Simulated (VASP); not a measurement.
# B (P6/mmm) in VASP: further runs

One crystal, B, is run at these levels: PBE+D3(BJ); tasks: single point.

Program: VASP 6.6.1. These are calculated values, not measurements. Logs are shortened: lines on timing, memory, paths and dates and some standing lists are left out, and cuts for length are marked.

### 1 The crystal as given

The structure is hexagonal, space group P6/mmm (No. 191). Conventional cell: a = 1.602 Å, b = 1.602 Å, c = 4.105 Å, α = 90.00°, β = 90.00°, γ = 120.00°. B (site symmetry 6/mmm) has 6 B at 1.60 Å as nearest neighbours.

This isn't the form of B at room conditions, which is rhombohedral.

### 2 Single point, PBE+D3(BJ)

The input, INCAR:

```
PREC = Accurate ; ENCUT = 520
EDIFF = 1E-6 ; ISMEAR = 0
SIGMA = 0.15 ; LREAL = False
LASPH = True ; NELM = 100
ALGO = Normal ; ISIF = 2
LWAVE = False ; LCHARG = True
GGA = PE ; IVDW = 12
LELF = True ; LVHAR = True
NBANDS = 8
```

The input, KPOINTS:

```
Automatic mesh
0
Gamma
  36 36 14
```

The input, POSCAR:

```
B
1.0
    1.6020513316      0.0000000000      0.0000000000
   -0.8010256658      1.3874171513      0.0000000000
    0.0000000000      0.0000000000      4.1052766585
B
1
Direct
    0.0000000000      0.0000000000      0.0000000000
```

Potentials or basis: VASP PAW PBE potentials, release 64 (B).

Started as:

```sh
> cat potpaw_PBE.64/B/POTCAR > POTCAR
> mpirun -np 1 vasp_std > vasp.out
```

OUTCAR:

```text
PREC = Accurate
   ENCUT = 520
   EDIFF = 1E-6
   ISMEAR = 0
   LREAL = False
   LASPH = True
   NELM = 100
   ISIF = 2
   GGA = PE
   IVDW = 12
 IVDW          = 12

 ion  position               nearest neighbor table
   1  0.000  0.000  0.000-

  LATTYP: Found a hexagonal cell.
 ALAT       =     1.6020513316
 C/A-ratio  =     2.5625125597

  Lattice vectors:

 A1 = (   1.6020513316,   0.0000000000,   0.0000000000)
 A2 = (  -0.8010256658,   1.3874171513,   0.0000000000)
 A3 = (   0.0000000000,   0.0000000000,   4.1052766585)

Analysis of symmetry for initial positions (statically):
=====================================================================
 Subroutine PRICEL returns:
 Original cell was already a primitive cell.

 Routine SETGRP: Setting up the symmetry group for a
 hexagonal supercell.

 Subroutine GETGRP returns: Found 24 space group operations
 (whereof 24 operations were pure point group operations)
 out of a pool of 24 trial point group operations.

The static configuration has the point symmetry D_6h.

Analysis of symmetry for dynamics (positions and initial velocities):
=====================================================================
 Subroutine PRICEL returns:
 Original cell was already a primitive cell.

 Routine SETGRP: Setting up the symmetry group for a
 hexagonal supercell.

 Subroutine GETGRP returns: Found 24 space group operations
 (whereof 24 operations were pure point group operations)
 out of a pool of 24 trial point group operations.

The dynamic configuration has the point symmetry D_6h.

 Subroutine INISYM returns: Found 24 space group operations
 (whereof 24 operations are pure point group operations),
 and found     1 'primitive' translations

----------------------------------------------------------------------------------------

                                     Primitive cell

  volume of cell :       9.1249

  direct lattice vectors                    reciprocal lattice vectors
     1.602051332  0.000000000  0.000000000     0.624199725  0.360381879  0.000000000
    -0.801025666  1.387417151  0.000000000     0.000000000  0.720763758  0.000000000
     0.000000000  0.000000000  4.105276659     0.000000000  0.000000000  0.243588943

  length of vectors
     1.602051332  1.602051332  4.105276659     0.720763758  0.720763758  0.243588943

  position of ions in fractional coordinates (direct lattice)
     0.000000000  0.000000000  0.000000000

  ion indices of the primitive-cell ions
   primitive index   ion index
                 1           1

----------------------------------------------------------------------------------------

 KPOINTS: Automatic mesh

Automatic generation of k-mesh.
 Grid dimensions read from file:
 generate k-points for:   36   36   14

 Generating k-lattice:

  Cartesian coordinates                     Fractional coordinates (reciprocal lattice)
     0.017338881  0.010010608  0.000000000     0.027777778  0.000000000  0.000000000
     0.000000000  0.020021216  0.000000000     0.000000000  0.027777778  0.000000000
     0.000000000  0.000000000  0.017399210     0.000000000  0.000000000  0.071428571

  Length of vectors
     0.020021216  0.020021216  0.017399210

  Shift w.r.t. Gamma in fractional coordinates (k-lattice)
     0.000000000  0.000000000  0.000000000

 Subroutine IBZKPT returns following result:
 ===========================================

 Found   1016 irreducible k-points:

 Following reciprocal coordinates:
            Coordinates               Weight
  0.000000  0.000000  0.000000      1.000000
  0.027778  0.000000  0.000000      6.000000
  0.055556  0.000000  0.000000      6.000000
  0.083333  0.000000  0.000000      6.000000
  0.111111  0.000000  0.000000      6.000000
  0.138889 -0.000000  0.000000      6.000000
[... 16 lines left out ...]
  0.111111  0.027778  0.000000     12.000000
  0.138889  0.027778  0.000000     12.000000
 [... further k-points ...]
   k-points           NKPTS =   1016   k-points in BZ     NKDIM =   1016   number of bands    NBANDS=      8
   number of dos      NEDOS =    301   number of ions     NIONS =      1
   total plane-waves  NPLWV =   4608
   dimension x,y,z NGX =    12 NGY =   12 NGZ =   32
   dimension x,y,z NGXF=    24 NGYF=   24 NGZF=   64
   ions per type =               1
   NGX,Y,Z   is equivalent  to a cutoff of  12.45, 12.45, 12.96 a.u.
   NGXF,Y,Z  is equivalent  to a cutoff of  24.90, 24.90, 25.92 a.u.
 SYSTEM =  unknown system
   PREC   = accura    normal or accurate (medium, high low for compatibility)
   ISTART =      0    job   : 0-new  1-cont  2-samecut
   ICHARG =      2    charge: 1-file 2-atom 10-const
   ISPIN  =      1    spin polarized calculation?
   LNONCOLLINEAR =      F non collinear calculations
   LSORBIT =      F    spin-orbit coupling
   LASPH  =      T    aspherical Exc in radial PAW
   ENCUT  =  520.0 eV  38.22 Ry    6.18 a.u.   2.98  2.98  7.63*2*pi/ulx,y,z
   NELM   =    100;   NELMIN=  2; NELMDL= -5     # of ELM steps
   EDIFF  = 0.1E-05   stopping-criterion for ELM
   LREAL  =      F    real-space projection
   EDIFFG = 0.1E-04   stopping-criterion for IOM
   NSW    =      0    number of steps for IOM
   IBRION =     -1    ionic relax: 0-MD 1-quasi-New 2-CG
   NFREE  =      0    steps in history (QN), initial steepest desc. (CG)
   ISIF   =      2    stress and relaxation
   ISYM   =      2    0-nonsym 1-usesym 2-fastsym
   POTIM  = 0.5000    time-step for ionic-motion
   TEBEG  =    0.0;   TEEND  =   0.0 temperature during run
   PSTRESS=    0.0 pullay stress
   NELECT =       3.0000    total number of electrons
   NUPDOWN=      -1.0000    fix difference up-down
   EMIN   =  10.00;   EMAX   =-10.00  energy-range for DOS
   EFERMI =   0.00;   METHOD = LEGACY
   ISMEAR =     0;   SIGMA  =   0.15  broadening in eV -4-tet -1-fermi 0-gaus
   EFERMI_NEDOS =   21; number of points for ismear=-14 and -15
   IALGO  =     38    algorithm
   IMIX   =      4    mixing-type and parameters
     AMIX     =   0.40;   BMIX     =  1.00
     AMIX_MAG =   1.60;   BMIX_MAG =  1.00
  volume/ion in A,a.u.               =       9.12        61.58
  Fermi-wavevector in a.u.,A,eV,Ry     =   1.129900  2.135201 17.370199  1.276674
  Thomas-Fermi vector in A             =   2.266595
   LORBIT       =      0    0 simple, 1 ext, 2 COOP (PROOUT), +10 PAW based schemes
   GGA     = PE    functional components
   LHFCALC =     F    Hartree Fock is set to
   AEXX    =    0.0000 exact exchange contribution
   IVDW    =    12    specifies the selected vdW correction
   LEPSILON=     F    determine dielectric tensor
   LRPA    =     F    only Hartree local field effects (RPA)
 non-spin polarized calculation
 Gauss-broadening in eV      SIGMA  =   0.15
  energy-cutoff  :      520.00
  volume of cell :        9.12
 maximum number of plane-waves:       259
 NGX is ok and might be reduce to    12

 number of electron       3.0000000 magnetization

 Free energy of the ion-electron system (eV)
  ---------------------------------------------------
  ext. energy  EPLUGINS =         0.00000000
  ---------------------------------------------------
  free energy    TOTEN  =        -5.77075814 eV

  energy without entropy =       -5.76859511  energy(sigma->0) =       -5.76967662

 E-fermi :   5.2612     XC(G=0):  -9.5439

 val. band max:        5.2119709486   @ k =   0.3056   0.0833   0.3571
 cond. band min:       5.2701030463   @ k =   0.3333   0.2500   0.0000
 fundamental gap:      0.0581320976
 Fermi energy:         5.2611956625

 k-point     1 :       0.0000    0.0000    0.0000
  band No.  band energies     occupation
      1     -13.2642      2.00000
      2      -3.4685      2.00000
      3       6.5635      0.00000
      4      24.0126      0.00000
      5      29.0470      0.00000
      6      34.7379      0.00000
      7      34.7379      0.00000
      8      57.3031      0.00000

 k-point     2 :       0.0278    0.0000    0.0000
  band No.  band energies     occupation
      1     -13.2265      2.00000
      2      -3.4104      2.00000
      3       6.6159      0.00000
      4      24.0674      0.00000
      5      29.0215      0.00000
      6      34.5912      0.00000
      7      34.6523      0.00000
      8      55.9096      0.00000

 k-point     3 :       0.0556    0.0000    0.0000
  band No.  band energies     occupation
      1     -13.1134      2.00000
      2      -3.2357      2.00000
      3       6.7733      0.00000
      4      24.2315      0.00000
      5      28.9292      0.00000
      6      34.1718      0.00000
      7      34.4008      0.00000
      8      53.7649      0.00000

 k-point     4 :       0.0833    0.0000    0.0000
  band No.  band energies     occupation
      1     -12.9254      2.00000
      2      -2.9452      2.00000
      3       7.0351      0.00000
      4      24.5038      0.00000
      5      28.7151      0.00000
      6      33.5326      0.00000
      7      34.0150      0.00000
      8      51.8726      0.00000

 k-point     5 :       0.1111    0.0000    0.0000
  band No.  band energies     occupation
      1     -12.6629      2.00000
      2      -2.5388      2.00000
      3       7.4006      0.00000
      4      24.8823      0.00000
      5      28.2769      0.00000
      6      32.7392      0.00000
      7      33.5854      0.00000
      8      50.4025      0.00000
[... 177 lines left out ...]
 k-point    22 :       0.0833    0.0278    0.0000
  band No.  band energies     occupation
      1     -12.7753      2.00000
      2      -2.7129      2.00000
      3       7.2442      0.00000
      4      24.7205      0.00000
      5      28.5107      0.00000
      6      32.8507      0.00000
      7      33.9399      0.00000
      8      50.9530      0.00000

 k-point    23 :       0.1111    0.0278    0.0000
  band No.  band energies     occupation
      1     -12.4758      2.00000
      2      -2.2488      2.00000
      3       7.6610      0.00000
      4      25.1506      0.00000
      5      27.9309      0.00000
      6      31.8948      0.00000
      7      33.6456      0.00000
      8      49.7886      0.00000

 k-point    24 :       0.1389    0.0278    0.0000
  band No.  band energies     occupation
      1     -12.1031      2.00000
      2      -1.6696      2.00000
      3       8.1790      0.00000
      4      25.6809      0.00000
      5      26.9631      0.00000
      6      30.9236      0.00000
      7      33.4794      0.00000
      8      49.0222      0.00000

 [... further k-points ...]

------------------------ aborting loop because EDIFF is reached ----------------------------------------

 Edisp (eV)   -0.15465

 E8    (eV) :    -0.0500

  FORCE on cell =-STRESS in cart. coord.  units (eV):
  Direction    XX          YY          ZZ          XY          YZ          ZX
  --------------------------------------------------------------------------------------
  -------------------------------------------------------------------------------------
  Total       3.45195     3.45195    -0.17722     0.00000     0.00000     0.00000
  in kB     606.10662   606.10662   -31.11773     0.00000     0.00000     0.00000
  external pressure =      393.70 kB  Pullay stress =        0.00 kB

 VOLUME and BASIS-vectors are now :
 -----------------------------------------------------------------------------
  energy-cutoff  :      520.00
  volume of cell :        9.12
      direct lattice vectors                 reciprocal lattice vectors
     1.602051332  0.000000000  0.000000000     0.624199725  0.360381879  0.000000000
    -0.801025666  1.387417151  0.000000000     0.000000000  0.720763758  0.000000000
     0.000000000  0.000000000  4.105276659     0.000000000  0.000000000  0.243588943

 POSITION                                       TOTAL-FORCE (eV/Angst)
 -----------------------------------------------------------------------------------
      0.00000      0.00000      0.00000         0.000000      0.000000      0.000000
 -----------------------------------------------------------------------------------
    total drift:                                0.000000      0.000000      0.000000

  FREE ENERGIE OF THE ION-ELECTRON SYSTEM (eV)
  ---------------------------------------------------
  free  energy   TOTEN  =        -5.9254044167 eV

  energy  without entropy=       -5.9232413922  energy(sigma->0) =       -5.92432290
```

Run time: 15 s. Hardware: 1 thread of Intel Xeon 6975P-C (Granite Rapids), shared host; peak memory 0.17 GiB.

What came out:

```
Free energy                : -5.9254 eV
Pressure                   : 39.4 GPa
Band gap on the k mesh     : none (metal or under the smearing width)
Dispersion energy per atom : -0.155 eV
```

Caveat: a pressure of tens of GPa on the cell as given is suspect, and the run, the potentials or the cell itself is likely at fault; pairwise dispersion overbinds metals, which lowers pressure and volume.

### 3 Single point, PBE+D3(BJ)

This run uses another cell than the first one, of the same volume but with other edges.

The input, INCAR:

```
PREC = Accurate ; ENCUT = 520
EDIFF = 1E-6 ; ISMEAR = 0
SIGMA = 0.15 ; LREAL = False
LASPH = True ; NELM = 100
ALGO = Normal ; ISIF = 2
LWAVE = False ; LCHARG = False
GGA = PE ; IVDW = 12
NBANDS = 8
```

KPOINTS is that of step 2.

The input, POSCAR:

```
B
1.0
    1.7972032725      0.0000000000      0.0000000000
   -0.8986016362      1.5564236897      0.0000000000
    0.0000000000      0.0000000000      3.2621271370
B
1
Direct
    0.0000000000      0.0000000000      0.0000000000
```

Potentials or basis: VASP PAW PBE potentials, release 64 (B).

Started as:

```sh
> cat potpaw_PBE.64/B/POTCAR > POTCAR
> mpirun -np 1 vasp_std > vasp.out
```

Run time: 16 s. Hardware: 1 thread of Intel Xeon 6975P-C (Granite Rapids), shared host; peak memory 0.17 GiB.

Results (log left out):

```yaml
Free_energy: -6.0347 eV
Pressure: -24.4 GPa
Band_gap_on_the_k_mesh: none (metal or under the smearing width)
Dispersion_energy_per_atom: -0.161 eV
```

Stress tensor (GPa, compression positive):
```
-37.57   0.00   0.00
  0.00 -37.57   0.00
  0.00   0.00   1.83
```

Levels at points of the mesh, in eV from the Fermi level:
```tsv
k point	band 1	band 2	band 3	band 4	band 5
(0.00, 0.00, 0.00)	-16.23	-4.73	3.86	21.45	21.45
(0.50, 0.00, 0.00)	-7.99	-0.01	6.22	13.91	15.34
(0.00, 0.00, 0.50)	-15.47	-8.21	12.97	18.97	21.49
(0.50, 0.00, 0.50)	-7.75	0.92	4.06	10.01	13.99
```

Caveat: so large a pressure means that the cell lies far from this level's equilibrium, or that cutoff or potentials fall short; pairwise dispersion overbinds metals, which lowers pressure and volume.

### 4 Single point, PBE+D3(BJ)

This run uses another cell than the first one, of the same volume but with other edges.

The input, INCAR:

```
SYSTEM = B
ALGO = Normal
EDIFF = 1E-6
ENCUT = 520
GGA = PE
ISIF = 2
ISMEAR = 0
IVDW = 12
LASPH = .True.
LCHARG = .False.
LREAL = .False.
LWAVE = .False.
NBANDS = 8
NELM = 100
PREC = Accurate
SIGMA = 0.15
```

The input, KPOINTS:

```
k-points
0
Gamma
  36 36 14
  0 0 0
```

The input, POSCAR:

```
B
1.0
    1.6491972967      0.0000000000      0.0000000000
   -0.8245986483      1.4282467548      0.0000000000
    0.0000000000      0.0000000000      3.8739147206
B
1
Direct
    0.0000000000      0.0000000000      0.0000000000
```

Started as:

```sh
> cat potpaw_PBE.64/B/POTCAR > POTCAR
> mpirun -np 1 vasp_std > vasp.out
```

Run time: 18 s. Hardware: 1 thread of Intel Xeon 6975P-C (Granite Rapids), shared host; peak memory 0.17 GiB.

It converged, with:

```yaml
Free_energy: -6.0856 eV
Pressure: 19.5 GPa
Band_gap_on_the_k_mesh: none (metal or under the smearing width)
Dispersion_energy_per_atom: -0.156 eV
```

Stress tensor (GPa, compression positive):
```
30.81  0.00  0.00
 0.00 30.81  0.00
 0.00  0.00 -3.00
```

Levels at points of the mesh, in eV from the Fermi level:
| k point | band 1 | band 2 | band 3 | band 4 | band 5 | band 6 |
| --- | --- | --- | --- | --- | --- | --- |
| (0.00, 0.00, 0.00) | -17.91 | -7.84 | 1.74 | 22.04 | 27.22 | 27.22 |
| (0.50, 0.00, 0.00) | -9.42 | 1.85 | 6.49 | 14.33 | 17.61 | 18.70 |
| (0.00, 0.00, 0.50) | -17.73 | -9.08 | 7.23 | 11.23 | 27.22 | 27.22 |
| (0.50, 0.00, 0.50) | -9.38 | 2.10 | 5.84 | 12.15 | 17.62 | 23.52 |

Caveat: so large a pressure means that the cell lies far from this level's equilibrium, or that cutoff or potentials fall short; pairwise dispersion overbinds metals, which lowers pressure and volume.
